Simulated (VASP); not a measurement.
# Ho (Im-3m) in VASP: further runs, part 2 of 2

VASP 6.6.1.

## (4) Single point, LDA, collinear spin, ferromagnetic start

INCAR

```
PREC = Accurate
ENCUT = 460
EDIFF = 1E-6
ISMEAR = 1
SIGMA = 0.1
LREAL = F
LASPH = T
NELM = 100
ALGO = Normal
ISIF = 2
LWAVE = F
LCHARG = F
ISPIN = 2
MAGMOM = 4
LORBIT = 11
LMAXMIX = 6
GGA = CA
NBANDS = 20
ADDGRID = F
```

KPOINTS

```
Automatic mesh
0
Gamma
  10 10 10
```

POSCAR

```
Ho
1.0
   -1.9905175072      1.9905175072      1.9905175072
    1.9905175072     -1.9905175072      1.9905175072
    1.9905175072      1.9905175072     -1.9905175072
Ho
1
Direct
    0.0000000000      0.0000000000      0.0000000000
```

Potentials or basis: VASP PAW PBE potentials, release 64 (Ho).

Started as:

```bash
$ cat potpaw_PBE.64/Ho/POTCAR > POTCAR
$ mpirun -np 1 vasp_std > vasp.out
```

OUTCAR:

```text
PREC = Accurate
   ENCUT = 460
   EDIFF = 1E-6
   ISMEAR = 1
   LREAL = F
   LASPH = T
   NELM = 100
   ISIF = 2
   ISPIN = 2
   LORBIT = 11
   GGA = CA

 Found     47 irreducible k-points:

 Following reciprocal coordinates:
            Coordinates               Weight
  0.000000  0.000000  0.000000      1.000000
  0.100000  0.000000  0.000000     12.000000
  0.200000  0.000000  0.000000     12.000000
  0.300000  0.000000  0.000000     12.000000
  0.400000  0.000000  0.000000     12.000000
  0.500000  0.000000  0.000000      6.000000
   k-points           NKPTS =     47   k-points in BZ     NKDIM =     47   number of bands    NBANDS=     20
   number of dos      NEDOS =    301   number of ions     NIONS =      1
   total plane-waves  NPLWV =  13824
   dimension x,y,z NGX =    24 NGY =   24 NGZ =   24
   dimension x,y,z NGXF=    48 NGYF=   48 NGZF=   48
   ions per type =               1
   NGX,Y,Z   is equivalent  to a cutoff of  11.57, 11.57, 11.57 a.u.
   NGXF,Y,Z  is equivalent  to a cutoff of  23.15, 23.15, 23.15 a.u.
 SYSTEM =  unknown system
   PREC   = accura    normal or accurate (medium, high low for compatibility)
   ISTART =      0    job   : 0-new  1-cont  2-samecut
   ICHARG =      2    charge: 1-file 2-atom 10-const
   ISPIN  =      2    spin polarized calculation?
   LNONCOLLINEAR =      F non collinear calculations
   LSORBIT =      F    spin-orbit coupling
   LASPH  =      T    aspherical Exc in radial PAW
   ENCUT  =  460.0 eV  33.81 Ry    5.81 a.u.   6.03  6.03  6.03*2*pi/ulx,y,z
   NELM   =    100;   NELMIN=  2; NELMDL= -5     # of ELM steps
   EDIFF  = 0.1E-05   stopping-criterion for ELM
   LREAL  =      F    real-space projection
   EDIFFG = 0.1E-04   stopping-criterion for IOM
   NSW    =      0    number of steps for IOM
   IBRION =     -1    ionic relax: 0-MD 1-quasi-New 2-CG
   NFREE  =      0    steps in history (QN), initial steepest desc. (CG)
   ISIF   =      2    stress and relaxation
   ISYM   =      2    0-nonsym 1-usesym 2-fastsym
   POTIM  = 0.5000    time-step for ionic-motion
   TEBEG  =    0.0;   TEEND  =   0.0 temperature during run
   PSTRESS=    0.0 pullay stress
   NELECT =      21.0000    total number of electrons
   NUPDOWN=      -1.0000    fix difference up-down
   EMIN   =  10.00;   EMAX   =-10.00  energy-range for DOS
   EFERMI =   0.00;   METHOD = LEGACY
   ISMEAR =     1;   SIGMA  =   0.10  broadening in eV -4-tet -1-fermi 0-gaus
[... 23 lines left out ...]

 Free energy of the ion-electron system (eV)
  ---------------------------------------------------
  ext. energy  EPLUGINS =         0.00000000
  ---------------------------------------------------
  free energy    TOTEN  =        -6.39143840 eV

  energy without entropy =       -6.37741655  energy(sigma->0) =       -6.38676445

 E-fermi :   2.4149     XC(G=0): -10.3905

 val. band max:        2.4146015563   @ k =   0.5000   0.5000   0.1000
 cond. band min:       2.4183116925   @ k =  -0.4000   0.4000   0.3000
 fundamental gap:      0.0037101362
 Fermi energy:         2.4148916711

 spin component 1

 k-point     1 :       0.0000    0.0000    0.0000
  band No.  band energies     occupation
      1     -45.4904      1.00000
      2     -20.3542      1.00000
      3     -20.3542      1.00000
      4     -20.3542      1.00000
      5      -2.8238      1.00000
      6      -0.3628      1.00000
[... 127 lines left out ...]
     19      11.3718      0.00000
     20      14.1768      0.00000

 [... further k-points ...]

 spin component 2

 k-point     1 :       0.0000    0.0000    0.0000
  band No.  band energies     occupation
      1     -44.1340      1.00000
      2     -19.3617      1.00000
      3     -19.3617      1.00000
      4     -19.3617      1.00000
      5      -2.7587      1.00000
      6       2.0265      1.00000
[... 127 lines left out ...]
     19      11.8185      0.00000
     20      14.4495      0.00000

 [... further k-points ...]

------------------------ aborting loop because EDIFF is reached ----------------------------------------

  FORCE on cell =-STRESS in cart. coord.  units (eV):
  Direction    XX          YY          ZZ          XY          YZ          ZX
  --------------------------------------------------------------------------------------
  -------------------------------------------------------------------------------------
  Total       -0.5681474     -0.5681474     -0.5681474      0.0000000      0.0000000      0.0000000
  in kB      -28.8545015    -28.8545015    -28.8545015      0.0000000      0.0000000      0.0000000
  external PRESSURE =     -28.8545015 kB  Pullay stress =       0.0000000 kB

 VOLUME and BASIS-vectors are now :
 -----------------------------------------------------------------------------
  energy-cutoff  :      460.00
  volume of cell :       31.55
      direct lattice vectors                 reciprocal lattice vectors
    -1.990517507  1.990517507  1.990517507     0.000000000  0.251190958  0.251190958
     1.990517507 -1.990517507  1.990517507     0.251190958  0.000000000  0.251190958
     1.990517507  1.990517507 -1.990517507     0.251190958  0.251190958  0.000000000

 POSITION                                       TOTAL-FORCE (eV/Angst)
 -----------------------------------------------------------------------------------
      0.00000      0.00000      0.00000         0.000000     -0.000000     -0.000000
 -----------------------------------------------------------------------------------
    total drift:                                0.000000      0.000000     -0.000000

  FREE ENERGIE OF THE ION-ELECTRON SYSTEM (eV)
  ---------------------------------------------------
  free  energy   TOTEN  =        -6.3914383989 eV

  energy  without entropy=       -6.3774165527  energy(sigma->0) =       -6.38676445

 total charge

# of ion       s       p       d       f       tot
--------------------------------------------------
    1        2.125   5.685   0.396  10.370  18.576

 magnetization (x)

# of ion       s       p       d       f       tot
--------------------------------------------------
    1        0.004  -0.029  -0.005   3.396   3.366
```

stdout:

```text
POSCAR found type information on POSCAR Ho
 POSCAR found :  1 types and       1 ions
 scaLAPACK will be used
 -----------------------------------------------------------------------------
|                                                                             |
|                                                                             |
|     You enforced a specific xc type in the INCAR file but a different       |
|     I HOPE YOU KNOW WHAT YOU ARE DOING!                                     |
|                                                                             |
 -----------------------------------------------------------------------------

 LDA part: xc-table for (Slater(with rela. corr.)+CA(PZ))
 , standard interpolation
 POSCAR, INCAR and KPOINTS ok, starting setup
 FFT: planning ... GRIDC
 FFT: planning ... GRID_SOFT
 FFT: planning ... GRID
 WAVECAR not read
 entering main loop
```

Run time: 2.2 min. Hardware: 1 thread of Intel Xeon Platinum 8375C at 2.90GHz (Ice Lake), shared host; peak memory 0.17 GiB.

The run converged, but some of its settings lie outside the range that counts as converged, so its numbers aren't taken as properties of the crystal.

What came out:

```yaml
Free_energy: -6.3914 eV
Pressure: -2.9 GPa
Band_gap_on_the_k_mesh: none (metal or under the smearing width)
Net_moment: 3.34 μB per cell
Site_moments: Ho +3.37 μB
Valence_electrons_inside_the_program's_atomic_spheres: Ho 18.58
```

Caveat: the magnetic or orbital state may not be the lowest; the PAW data sets were made with another functional, which shifts forces and pressure a little; spin-orbit coupling is left out, which moves the levels of the heavy elements.

## (5) Single point, LDA, collinear spin, ferromagnetic start

INCAR: that of step 4 with these lines changed.

```diff
@@ -4,3 +4,3 @@
 ISMEAR = 1
-SIGMA = 0.1
+SIGMA = 0.05
 LREAL = F
```

KPOINTS is that of step 4.

POSCAR is that of step 4.

Started as:

```bash
$ cat potpaw_PBE.64/Ho/POTCAR > POTCAR
$ mpirun -np 1 vasp_std > vasp.out
```

Run time: 1.8 min. Hardware: 1 thread of Intel Xeon Platinum 8375C at 2.90GHz (Ice Lake), shared host; peak memory 0.16 GiB.

These settings aren't checked as converged: the numbers below hold their error.

What came out:

```yaml
Free_energy: -6.3864 eV
Pressure: -2.8 GPa
Band_gap_on_the_k_mesh: none (metal or under the smearing width)
Net_moment: 3.34 μB per cell
Site_moments: Ho +3.37 μB
Valence_electrons_inside_the_program's_atomic_spheres: Ho 18.58
```

Caveat: the magnetic or orbital state may not be the lowest; the PAW data sets were made with another functional, which shifts forces and pressure a little; spin-orbit coupling is left out, which moves the levels of the heavy elements.

## (6) Single point, LDA, collinear spin, ferromagnetic start

INCAR: that of step 5 with these lines changed.

```diff
@@ -4,3 +4,3 @@
 ISMEAR = 1
-SIGMA = 0.05
+SIGMA = 0.02
 LREAL = F
```

KPOINTS is that of step 5.

POSCAR is that of step 5.

Potentials or basis: VASP PAW PBE potentials, release 64 (Ho).

Started as:

```bash
$ cat potpaw_PBE.64/Ho/POTCAR > POTCAR
$ mpirun -np 1 vasp_std > vasp.out
```

OUTCAR:

```text
PREC = Accurate
   ENCUT = 460
   EDIFF = 1E-6
   ISMEAR = 1
   LREAL = F
   LASPH = T
   NELM = 100
   ISIF = 2
   ISPIN = 2
   LORBIT = 11
   GGA = CA

 Found     47 irreducible k-points:

 Following reciprocal coordinates:
            Coordinates               Weight
  0.000000  0.000000  0.000000      1.000000
  0.100000  0.000000  0.000000     12.000000
  0.200000  0.000000  0.000000     12.000000
  0.300000  0.000000  0.000000     12.000000
  0.400000  0.000000  0.000000     12.000000
  0.500000  0.000000  0.000000      6.000000
   k-points           NKPTS =     47   k-points in BZ     NKDIM =     47   number of bands    NBANDS=     20
   number of dos      NEDOS =    301   number of ions     NIONS =      1
   total plane-waves  NPLWV =  13824
   dimension x,y,z NGX =    24 NGY =   24 NGZ =   24
   dimension x,y,z NGXF=    48 NGYF=   48 NGZF=   48
   ions per type =               1
   NGX,Y,Z   is equivalent  to a cutoff of  11.57, 11.57, 11.57 a.u.
   NGXF,Y,Z  is equivalent  to a cutoff of  23.15, 23.15, 23.15 a.u.
 SYSTEM =  unknown system
   PREC   = accura    normal or accurate (medium, high low for compatibility)
   ISTART =      0    job   : 0-new  1-cont  2-samecut
   ICHARG =      2    charge: 1-file 2-atom 10-const
   ISPIN  =      2    spin polarized calculation?
   LNONCOLLINEAR =      F non collinear calculations
   LSORBIT =      F    spin-orbit coupling
   LASPH  =      T    aspherical Exc in radial PAW
   ENCUT  =  460.0 eV  33.81 Ry    5.81 a.u.   6.03  6.03  6.03*2*pi/ulx,y,z
   NELM   =    100;   NELMIN=  2; NELMDL= -5     # of ELM steps
   EDIFF  = 0.1E-05   stopping-criterion for ELM
   LREAL  =      F    real-space projection
   EDIFFG = 0.1E-04   stopping-criterion for IOM
   NSW    =      0    number of steps for IOM
   IBRION =     -1    ionic relax: 0-MD 1-quasi-New 2-CG
   NFREE  =      0    steps in history (QN), initial steepest desc. (CG)
   ISIF   =      2    stress and relaxation
   ISYM   =      2    0-nonsym 1-usesym 2-fastsym
   POTIM  = 0.5000    time-step for ionic-motion
   TEBEG  =    0.0;   TEEND  =   0.0 temperature during run
   PSTRESS=    0.0 pullay stress
   NELECT =      21.0000    total number of electrons
   NUPDOWN=      -1.0000    fix difference up-down
   EMIN   =  10.00;   EMAX   =-10.00  energy-range for DOS
   EFERMI =   0.00;   METHOD = LEGACY
   ISMEAR =     1;   SIGMA  =   0.02  broadening in eV -4-tet -1-fermi 0-gaus
[... 23 lines left out ...]

 Free energy of the ion-electron system (eV)
  ---------------------------------------------------
  ext. energy  EPLUGINS =         0.00000000
  ---------------------------------------------------
  free energy    TOTEN  =        -6.38559105 eV

  energy without entropy =       -6.38517622  energy(sigma->0) =       -6.38545277

 E-fermi :   2.4096     XC(G=0): -10.3910

 val. band max:        2.4091950176   @ k =   0.4000   0.1000   0.0000
 cond. band min:       2.4102743684   @ k =  -0.4000   0.4000   0.2000
 fundamental gap:      0.0010793509
 Fermi energy:         2.4095738636

 spin component 1

 k-point     1 :       0.0000    0.0000    0.0000
  band No.  band energies     occupation
      1     -45.5022      1.00000
      2     -20.3643      1.00000
      3     -20.3643      1.00000
      4     -20.3643      1.00000
      5      -2.8293      1.00000
      6      -0.3783      1.00000
[... 127 lines left out ...]
     19      11.3651      0.00000
     20      14.1710      0.00000

 [... further k-points ...]

 spin component 2

 k-point     1 :       0.0000    0.0000    0.0000
  band No.  band energies     occupation
      1     -44.1413      1.00000
      2     -19.3669      1.00000
      3     -19.3669      1.00000
      4     -19.3669      1.00000
      5      -2.7537      1.00000
      6       2.0112      1.00000
[... 127 lines left out ...]
     19      11.8185      0.00000
     20      14.4524      0.00000

 [... further k-points ...]

------------------------ aborting loop because EDIFF is reached ----------------------------------------

  FORCE on cell =-STRESS in cart. coord.  units (eV):
  Direction    XX          YY          ZZ          XY          YZ          ZX
  --------------------------------------------------------------------------------------
  -------------------------------------------------------------------------------------
  Total       -0.6047194     -0.6047194     -0.6047194     -0.0000000     -0.0000000     -0.0000000
  in kB      -30.7118881    -30.7118881    -30.7118881     -0.0000000     -0.0000000     -0.0000000
  external PRESSURE =     -30.7118881 kB  Pullay stress =       0.0000000 kB

 VOLUME and BASIS-vectors are now :
 -----------------------------------------------------------------------------
  energy-cutoff  :      460.00
  volume of cell :       31.55
      direct lattice vectors                 reciprocal lattice vectors
    -1.990517507  1.990517507  1.990517507     0.000000000  0.251190958  0.251190958
     1.990517507 -1.990517507  1.990517507     0.251190958  0.000000000  0.251190958
     1.990517507  1.990517507 -1.990517507     0.251190958  0.251190958  0.000000000

 POSITION                                       TOTAL-FORCE (eV/Angst)
 -----------------------------------------------------------------------------------
      0.00000      0.00000      0.00000         0.000000      0.000000     -0.000000
 -----------------------------------------------------------------------------------
    total drift:                                0.000000      0.000000     -0.000000

  FREE ENERGIE OF THE ION-ELECTRON SYSTEM (eV)
  ---------------------------------------------------
  free  energy   TOTEN  =        -6.3855910489 eV

  energy  without entropy=       -6.3851762220  energy(sigma->0) =       -6.38545277

 total charge

# of ion       s       p       d       f       tot
--------------------------------------------------
    1        2.125   5.685   0.397  10.368  18.575

 magnetization (x)

# of ion       s       p       d       f       tot
--------------------------------------------------
    1        0.004  -0.028  -0.000   3.400   3.375
```

Run time: 3.1 min. Hardware: 1 thread of Intel Xeon Platinum 8375C at 2.90GHz (Ice Lake), shared host; peak memory 0.16 GiB.

The run converged, but some of its settings lie outside the range that counts as converged, so its numbers aren't taken as properties of the crystal.

What came out:

```
Free energy                                           : -6.3856 eV
Pressure                                              : -3.1 GPa
Band gap on the k mesh                                : none (metal or under the smearing width)
Net moment                                            : 3.36 μB per cell
Site moments                                          : Ho +3.38 μB
Valence electrons inside the program's atomic spheres : Ho 18.57
```

Caveat: the magnetic or orbital state may not be the lowest; the PAW data sets were made with another functional, which shifts forces and pressure a little; spin-orbit coupling is left out, which moves the levels of the heavy elements.

## (7) For comparison

An earlier run on the cell as given: functional PBE; potentials or basis VASP PAW PBE potentials, release 64 (Ho); cutoff 520 eV; k mesh 9 × 9 × 9; occupations fermi-dirac, width 0.05 eV; collinear spin, ferromagnetic start; starting moments [4.0] μB.

- Pressure: 2.4 GPa
- Band gap on the k mesh: none (metal or under the smearing width)
- Net moment: 3.64 μB per cell
- Site moments: Ho +3.52 μB
- Valence electrons inside the program's atomic spheres: Ho 18.55
